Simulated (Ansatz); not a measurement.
# Li (fcc type): the cost of one run

Program: Ansatz 0.2.0. Level of theory: DFT PBEsol, with the methods named in each step. These are calculated values, not measurements.

This is Li in the fcc structure; at room conditions it is bcc.

### Step 1. The structure to begin with

Symmetry: Fm-3m, No. 225, cubic system. Conventional cell: a = 4.321 Å, b = 4.321 Å, c = 4.321 Å, α = 90.00°, β = 90.00°, γ = 90.00°. Li (site symmetry m-3m) has 12 Li at 3.06 Å in its first shell of neighbours.

Coordinates:

```
CELL_PARAMETERS angstrom
0.00000 2.16059 2.16059
2.16059 0.00000 2.16059
2.16059 2.16059 0.00000
ATOMIC_POSITIONS crystal
Li 0.00000 0.00000 0.00000
```

Whether this phase is the stable one at these pressures isn't tested.

### Step 2. The reference volume, LAPW

Contents of input.yaml:

```yaml
crystal:
  lattice:
    - [0.0, 2.1605931156, 2.1605931156]
    - [2.1605931156, 0.0, 2.1605931156]
    - [2.1605931156, 2.1605931156, 0.0]
  atoms:
    - { symbol: Li, position: [0.0, 0.0, 0.0] }
kpoints:
  mp_grid: { grid: [15, 15, 15] }
  band_path:
    path:
      - [0.0, 0.0, 0.0]
      - [0.5, 0.0, 0.5]
      - [0.625, 0.25, 0.625]
      - [0.375, 0.375, 0.75]
      - [0.0, 0.0, 0.0]
      - [0.5, 0.5, 0.5]
      - [0.5, 0.25, 0.75]
      - [0.5, 0.0, 0.5]
    npoints: 14
scf:
  occupations: { method: fermi_dirac, width: 0.05 }
hamiltonian:
  xc: pbesol
  pseudopotentials: { kind: all_electron, lapw: { basis_error: 0.001 } }
output:
  forces: true
  stress: true
  eigenvalues: true
  populations: true
  dos: { projected: true, de: 0.2, e_range: [-14, 8] }
```

Command:

```bash
$ ansatz run input.yaml --threads 1 --pin off --max-ram 2048MiB --backend cpu --events-out ev --progress --plain --runs-dir out
```

What time and memory should one allow on 1 thread of Intel Xeon 6975P-C (Granite Rapids), shared host?

About 1.2 s, with a peak of 0.24 GiB.
